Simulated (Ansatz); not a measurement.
# How many bands does the GW gap of WS2 (2H monolayer) need?, part 2 of 2

How do accuracy and time trade against each other in G0W0 on WS2 (2H monolayer)?

Ansatz 0.2.0; G0W0 on PBE, plane waves, PAW. Known limits of the many-body steps: not at the basis limit; coarse mesh for a sheet; no spin-orbit coupling.

So far. Step 5 (774 empty bands, screening to 120 eV): Against the run with 12×12×1 mesh, 421 empty bands, screening to 80 eV, the gap moves by +0.008 eV.

## 6. Changing the k mesh: 6×6×1 mesh, 196 empty bands, screening to 48 eV

Only the mesh changes. It samples the long-range screening, which converges on its own terms. Bands and cutoff differ from the step before, so it is read against an earlier run that matches them.

Contents of input.yaml:

```yaml
crystal:
  lattice:
    - [3.1876840329, 0.0, 0.0]
    - [-1.5938420165, 2.7606153518, 0.0]
    - [0.0, 0.0, 29.5]
  atoms:
    - { symbol: W, position: [0.3333333333, 0.6666666667, 0.5] }
    - { symbol: S, position: [0.6666666667, 0.3333333333, 0.5532708694] }
    - { symbol: S, position: [0.6666666667, 0.3333333333, 0.4467291306] }
  periodic: [true, true, false]
kpoints:
  mp_grid: { grid: [6, 6, 1] }
hamiltonian:
  xc: pbe
scf:
  occupations: { method: fixed }
gw:
  n_empty_bands: 196
  ecut_chi: 48.0
  qp_bands: [v2, c2]
  qp_kpoints: band_edges
  screening: { model: contour_deformation }
```

Run with:

```bash
$ ansatz run input.yaml --threads 3 --pin off --max-ram 64512MiB --backend cuda --events-out ev --progress --plain --runs-dir out --devices 1 --max-vram 24GiB  # rebuilt from the run's record
```

Numbers of over 12 decimals in the logs are rounded to 6 here.

Log:

```text
GPUs: using 1 of 1 available (devices: 1).
[...]
GPU FFT provider: cuFFT
GPU libraries: cuBLAS 13.8.2, cuFFT 12.4.0, cuSOLVER 12.3.4
Crystal: 3 atoms, lattice volume = 259.599 Å³
Basis set: ecut = 420 eV, 5127 PW (Γ)
Bands: 17, of which v1, the nominal top of the filled ones, is band 13 counted from 1 (12 counted from 0)
Symmetry: 12 space group operations
[...]
k-points: 7 of 36 (time reversal used)
[...]
1    15     -3.0143   -14.1684    -3.5207   -18.5446  0.7284    -2.1310    -2.1588  root
[...]
6    12     -8.0779   -19.8069     2.9922   -16.6179  0.7035    -8.2763    -8.2747  root
     6    13     -5.7157   -18.9081     0.7692   -18.1777  0.7388    -5.6768    -5.6768  root
     6    14     -3.9078   -15.7052    -3.2941   -19.8377  0.7395    -3.0480    -3.0695  root
     6    15     -2.3792   -12.1841    -4.0695   -17.0792  0.7369    -1.5275    -1.5535  root
[key lines of the parts left out:]
SCF converged after 7 iterations
Free energy (F): -12191.434293 eV
Fermi energy:    -5.715654 eV
```

Run time: 6.4 s. Hardware: 1 × NVIDIA H100 80GB HBM3 (shared by 3 runs) with 3 threads of AMD EPYC 7R13 (Zen 3), shared host; peak memory 1.3 GiB.

Numbers from this step:

- bands summed: 209
- plane waves in the screening matrix: 183
- G0W0 gap on the mesh: 2.607 eV
- k of the valence top: 0.3333, 0.3333, 0
- k of the conduction bottom: 0.3333, 0.3333, 0
- starting gap on the mesh: 1.808 eV
- least direct G0W0 gap on the computed points: 2.607 eV

Against the run with 12×12×1 mesh, 196 empty bands, screening to 48 eV, the gap moves by −0.02 eV.

## 7. Changing the k mesh: 3×3×1 mesh, 196 empty bands, screening to 48 eV

Changes to input.yaml since step 6:

```diff
@@ -11,3 +11,3 @@
 kpoints:
-  mp_grid: { grid: [6, 6, 1] }
+  mp_grid: { grid: [3, 3, 1] }
 hamiltonian:
```

Log:

```text
GPUs: using 1 of 1 available (devices: 1).
[...]
GPU FFT provider: cuFFT
GPU libraries: cuBLAS 13.8.2, cuFFT 12.4.0, cuSOLVER 12.3.4
Crystal: 3 atoms, lattice volume = 259.599 Å³
Basis set: ecut = 420 eV, 5127 PW (Γ)
Bands: 17, of which v1, the nominal top of the filled ones, is band 13 counted from 1 (12 counted from 0)
Symmetry: 12 space group operations
[...]
k-points: 3 of 9 (time reversal used)
[...]
1    14     -3.1297   -13.6063    -3.9299   -18.1423  0.7077    -2.5042    -2.5236  root
     1    15     -3.1209   -15.2558    -4.0506   -20.0511  0.7031    -2.3455    -2.3762  root
     2    12     -8.1093   -19.6801     3.0508   -16.6037  0.6856    -8.1349    -8.1349  root
     2    13     -5.6712   -19.3625     1.3653   -18.1486  0.7097    -5.5206    -5.5198  root
     2    14     -3.8852   -14.9889    -4.0984   -19.8153  0.7067    -3.1290    -3.1573  root
     2    15     -2.3927   -12.2649    -4.1819   -17.0717  0.7128    -1.7473    -1.7679  root
[key lines of the parts left out:]
SCF converged after 8 iterations
Free energy (F): -12191.414262 eV
Fermi energy:    -5.671231 eV
```

Wall time 4.5 s (1 × NVIDIA H100 80GB HBM3 (shared by 3 runs) with 3 threads); peak memory 1.1 GiB; 5.1 s of CPU time.

Numbers from this step:

```yaml
bands_summed: 209
plane_waves_in_the_screening_matrix: 183
g0w0_gap_on_the_mesh: 2.363 eV
k_of_the_valence_top: 0.3333, 0.3333, 0
k_of_the_conduction_bottom: 0.3333, 0.3333, 0
starting_gap_on_the_mesh: 1.786 eV
least_direct_g0w0_gap_on_the_computed_points: 2.363 eV
```

Against the run with 6×6×1 mesh, 196 empty bands, screening to 48 eV, the gap moves by −0.24 eV, while the start moved by −0.02 eV.

## 8. Changing the k mesh: 18×18×1 mesh, 196 empty bands, screening to 48 eV

Changes to input.yaml since step 7:

```diff
@@ -11,3 +11,3 @@
 kpoints:
-  mp_grid: { grid: [3, 3, 1] }
+  mp_grid: { grid: [18, 18, 1] }
 hamiltonian:
```

Log:

```text
GPUs: using 1 of 1 available (devices: 1).
[...]
GPU FFT provider: cuFFT
GPU libraries: cuBLAS 13.8.2, cuFFT 12.4.0, cuSOLVER 12.3.4
Crystal: 3 atoms, lattice volume = 259.599 Å³
Basis set: ecut = 420 eV, 5127 PW (Γ)
Bands: 17, of which v1, the nominal top of the filled ones, is band 13 counted from 1 (12 counted from 0)
Symmetry: 12 space group operations
[...]
k-points: 37 of 324 (time reversal used)
[...]
1    15     -2.8348   -13.6605    -3.5107   -18.0478  0.7319    -1.9327    -1.9582  root
[...]
36    12     -8.0797   -19.8208     2.9787   -16.6182  0.7078    -8.3054    -8.3036  root
    36    13     -5.7190   -18.7663     0.6202   -18.1780  0.7469    -5.6870    -5.6870  root
    36    14     -3.9095   -15.8631    -3.1241   -19.8382  0.7483    -3.0426    -3.0586  root
    36    15     -2.3811   -12.1765    -4.0380   -17.0795  0.7429    -1.4929    -1.5162  root
[key lines of the parts left out:]
SCF converged after 7 iterations
Free energy (F): -12191.436974 eV
Fermi energy:    -5.718981 eV
```

Run time: 2 min. Hardware: 1 × NVIDIA H100 80GB HBM3 (shared by 3 runs) with 3 threads; peak memory 2.2 GiB.

This step gave:

| Property | Result |
| --- | --- |
| bands summed | 209 |
| plane waves in the screening matrix | 183 |
| G0W0 gap on the mesh | 2.628 eV |
| k of the valence top | 0.3333, 0.3333, 0 |
| k of the conduction bottom | 0.3333, 0.3333, 0 |
| starting gap on the mesh | 1.809 eV |
| least direct G0W0 gap on the computed points | 2.628 eV |

Against the run with 3×3×1 mesh, 196 empty bands, screening to 48 eV, the gap moves by +0.27 eV, while the start moved by +0.02 eV.

## 9. Side by side

Times are wall times on 1 × NVIDIA H100 80GB HBM3 (shared by 3 runs) with 3 threads of AMD EPYC 7R13 (Zen 3), shared host, good to a factor of about two.

| mesh | files | frequency | bands summed | cutoff (eV) | start (eV) | G0W0 (eV) | time | host memory (GiB) |
| --- | --- | --- | --- | --- | --- | --- | --- | --- |
| 12×12×1 | default PAW | contour deformation | 100 | 28 | 1.809 | 2.645 | 39 s | 1.3 |
| 12×12×1 | default PAW | contour deformation | 209 | 48 | 1.809 | 2.631 | 32 s | 1.6 |
| 12×12×1 | default PAW | contour deformation | 434 | 80 | 1.809 | 2.612 | 1.8 min | 2.6 |
| 12×12×1 | default PAW | contour deformation | 787 | 120 | 1.809 | 2.620 | 2.2 min | 4.7 |
| 6×6×1 | default PAW | contour deformation | 209 | 48 | 1.808 | 2.607 | 6.4 s | 1.3 |
| 3×3×1 | default PAW | contour deformation | 209 | 48 | 1.786 | 2.363 | 4.5 s | 1.1 |
| 18×18×1 | default PAW | contour deformation | 209 | 48 | 1.809 | 2.628 | 2 min | 2.2 |

How the two edges are built up, in eV (the quasiparticle level is the starting level plus Σx plus Σc less Vxc):

| run | edge | start | Σx | Σc | Vxc | Z | QP |
| --- | --- | --- | --- | --- | --- | --- | --- |
| 100 bands | valence top | -5.72 | -18.78 | 0.96 | -18.18 | 0.75 | -5.37 |
| 100 bands | conduction bottom | -3.91 | -15.85 | -2.80 | -19.84 | 0.75 | -2.72 |
| 209 bands | valence top | -5.72 | -18.78 | 0.63 | -18.18 | 0.75 | -5.69 |
| 209 bands | conduction bottom | -3.91 | -15.85 | -3.14 | -19.84 | 0.75 | -3.06 |
| 434 bands | valence top | -5.72 | -18.78 | 0.38 | -18.18 | 0.74 | -5.94 |
| 434 bands | conduction bottom | -3.91 | -15.85 | -3.41 | -19.84 | 0.74 | -3.33 |
| 787 bands | valence top | -5.72 | -18.78 | 0.21 | -18.18 | 0.74 | -6.11 |
| 787 bands | conduction bottom | -3.91 | -15.85 | -3.57 | -19.84 | 0.74 | -3.49 |

## 10. What came out

* 100 bands, 28 eV: 2.645 eV
* 209 bands, 48 eV: 2.631 eV
* 434 bands, 80 eV: 2.612 eV
* 787 bands, 120 eV: 2.620 eV
* mesh and start: 12×12×1, PBE

In words: From 100 to 787 bands the gap moves by −0.03 eV while the time grows 3.4-fold. Σc changes by −0.75 eV at the valence top and −0.77 eV at the conduction bottom, so the levels themselves move more than the gap between them. The gap turns back along the series, so no limit is drawn from it. On the 6×6×1 mesh in place of 12×12×1 the gap differs by −0.02 eV, of which −0.002 eV is already in the start. On the 3×3×1 mesh in place of 12×12×1 the gap differs by −0.27 eV, of which −0.02 eV is already in the start. On the 18×18×1 mesh in place of 12×12×1 the gap differs by −0.002 eV, of which +0.00 eV is already in the start. The many-body steps are scalar-relativistic: spin-orbit coupling is not in them.

[Paths, hosts, dates, memory and timing lines, banners, echoed tables and standing remarks are left out of the program output.]

[Logs are printed without paths, hosts, clocks, repeated set-up lines and the standing remarks that a program may print on its own settings, such as how far it seeks lower states.]

[Runs of the session that timed out or met a known fault of the program may be left out.]

[Cells called generated may have been cut or substituted from an entry of the Crystallography Open Database or the Materials Project.]

[Hosts, paths, dates, database ids (printed as entryN), source tags and the programs' standing remarks are cut or masked in the printed files.]
